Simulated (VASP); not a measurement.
Here is a VASP 6.6.1 calculation.

Contents of run.py:

```python
from ase.calculators.vasp import Vasp
from ase.dft.bandgap import bandgap
from ase.io import read

atoms = read('POSCAR')
calc = Vasp(
    directory='calc',
    xc='pbesol',
    pp='PBE',
    setups='recommended',
    prec='Accurate',
    encut=520,
    ediff=1e-07,
    ismear=0,
    sigma=0.02,
    lreal=False,
    lasph=True,
    nelm=100,
    algo='Normal',
    isif=2,
    lwave=False,
    lcharg=False,
    kpts=[13, 13, 13],
    gamma=True,
    nbands=12,
)
atoms.calc = calc

print('energy (eV):', atoms.get_potential_energy())
print('free energy (eV):', atoms.get_potential_energy(force_consistent=True))
print('forces (eV/A):')
print(atoms.get_forces())
print('stress (eV/A^3, Voigt):', atoms.get_stress())
print('Fermi level (eV):', calc.get_fermi_level())
gap, top, bottom = bandgap(calc)
print('band gap (eV):', gap, 'from (spin, k, band)', top, 'to', bottom)
```

The input POSCAR:

```
Ga
1.0
   -1.3843987196      1.3843987196      2.3112238365
    1.3843987196     -1.3843987196      2.3112238365
    1.3843987196      1.3843987196     -2.3112238365
Ga
1
Direct
    0.0000000000      0.0000000000      0.0000000000
```

Potentials or basis: VASP PAW PBE potentials, release 64 (Ga_d).

The run is started by

```console
$ python run.py
```

**Question.** Predict the band gap on the k mesh.

**Answer.** None (metal or under the smearing width).

**Question.** Predict the pressure.

**Answer.** -0.3 GPa.

Stress tensor (GPa, compression positive):
```
-0.34  0.00  0.00
 0.00 -0.34  0.00
 0.00  0.00 -0.12
```

Caveat: the PAW data sets were made with another functional, which shifts forces and pressure a little.
